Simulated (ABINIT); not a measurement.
CdF2:

```
Cd F
1.0
     0.00000    2.69400    2.69400
     2.69400    0.00000    2.69400
     2.69400    2.69400    0.00000
Cd F
1 2
Direct
  0.00000 0.00000 0.00000
  0.75000 0.75000 0.75000
  0.25000 0.25000 0.25000
```

```yaml
Program: ABINIT 10.8.3 (patched build)
Task: relaxation of cell and atoms
Functional: LDA
Potentials_or_basis: PseudoDojo NC SR LDA v0.4.1 standard
Cutoff: 1442 eV
k_mesh: 7 × 7 × 7
Occupations: fermi-dirac, width 0.05 eV
Spin: no spin polarisation
```

At the start: pressure -5.7 GPa; volume 13.03 Å³/atom.

Problem. Where does the relaxation end?

Solution. Over 5 steps the energy falls by 12.2 meV/atom and the volume is 12.39 Å³/atom (-5.0 %); space group Fm-3m (No. 225, to 0.05 Å).

Step by step:
```tsv
step	energy change (eV)	largest force (eV/Å)	pressure (GPa)	volume (Å³)
1	0.0000	0.0000	-5.74	39.10
2	-0.0207	0.0000	-3.93	38.42
3	-0.0365	0.0000	0.38	37.05
4	-0.0367	0.0000	-0.02	37.16
5	-0.0367	0.0000	0.00	37.16
```

Final structure:
```cif
data_structure
_symmetry_space_group_name_H-M 'P 1'
_symmetry_Int_Tables_number 1
_cell_length_a 3.7456
_cell_length_b 3.7456
_cell_length_c 3.7456
_cell_angle_alpha 60.000
_cell_angle_beta 60.000
_cell_angle_gamma 60.000
_cell_volume 37.16
loop_
_atom_site_label
_atom_site_type_symbol
_atom_site_fract_x
_atom_site_fract_y
_atom_site_fract_z
_atom_site_occupancy
Cd1 Cd 0.00000 0.00000 0.00000 1
F1 F 0.75000 0.75000 0.75000 1
F2 F 0.25000 0.25000 0.25000 1
```
